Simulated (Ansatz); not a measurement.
Level of theory: Ansatz, DFT PBE, scalar-relativistic, plane waves, PAW. Settings: cutoff 420 eV, Γ-centred meshes spaced at most about 0.3 Å⁻¹, and about 0.25 Å⁻¹ or finer for metals (2π included), Gaussian smearing. No spin polarisation.

Formation energies are uncorrected and refer to the elements' standard structures at the same level. The references include grey tin.

Temperature and zero-point effects are left out. Only the structures computed here compete, so a lower one can exist. No dispersion correction is applied, so the spacing and binding between layers, chains or molecules are poorly described. Kohn–Sham gaps at this level usually fall short of measured ones. The reference form of S is held partly by dispersion forces, which this level lacks.

A search for Sn3S5 gave 5 distinct relaxed structures. Coordination counts S atoms around Sn (those within 1.25 times the shortest such distance or 1.15 times the sum of covalent radii, 1.27 where that leaves under three; a plus sign parts nearer from farther groups; a slash parts the counts of unlike sites). Cells relaxed within their symmetry can be saddle points.

Q: Which structure of Sn3S5 came out lowest?

A: The one with space group P1 (No. 1), reached from: a relaxed cell, shaken at random and relaxed again. It has a = 7.014 Å, b = 7.119 Å, c = 7.183 Å, α = 63.2°, β = 63.7°, γ = 64.0°, 34.2 Å³/atom, a gap of 0.55 eV on the mesh. Sn on its first site is surrounded by 5 S at 2.57–2.74 Å and 2 Sn at 3.35–3.36 Å; Sn on its second site has 5 S at 2.57–2.75 Å and 2 Sn at 3.35–3.36 Å; Sn on its third site is surrounded by 5 S at 2.57–2.74 Å and 2 Sn at 3.35 Å; S on its first site is surrounded by 3 Sn at 2.57–2.74 Å; 4 more sites not described. Its energy over the elements is −0.129 eV/atom. A negative formation energy is needed for stability but isn't enough: competing phases decide. An observed structure of this formula, if there is one, may be missing.

```xyz
8
Lattice="7.0141 0.0000 0.0000 3.1252 6.3967 0.0000 3.1859 2.0527 6.1022" Properties=species:S:1:pos:R:3 pbc="T T T"
Sn    5.6020    4.9569    4.4966
Sn    6.8007    5.1756    1.3703
Sn    7.5783    2.5367    3.2832
S     8.2751    3.1822    0.7108
S     6.5257    2.6337    5.6227
S     5.1879    6.8600    2.8242
S     8.0975    5.0859    3.6604
S     5.2337    3.3667    2.4406
```

Q: How much higher is the Pm-3m structure with 22.9 Å³/atom and coordination Sn 6 (reached from: random cell)?

A: 39 meV/atom. It has no gap on its mesh.

Q: How much higher is the Pmmm structure with 23.5 Å³/atom and coordination Sn 4/4+4 (reached from: Ti3Al5 type (Pmmm))?

A: 93 meV/atom. It has no gap on its mesh.

Some candidate types were left out of the draw beforehand, so a known form may be missing.
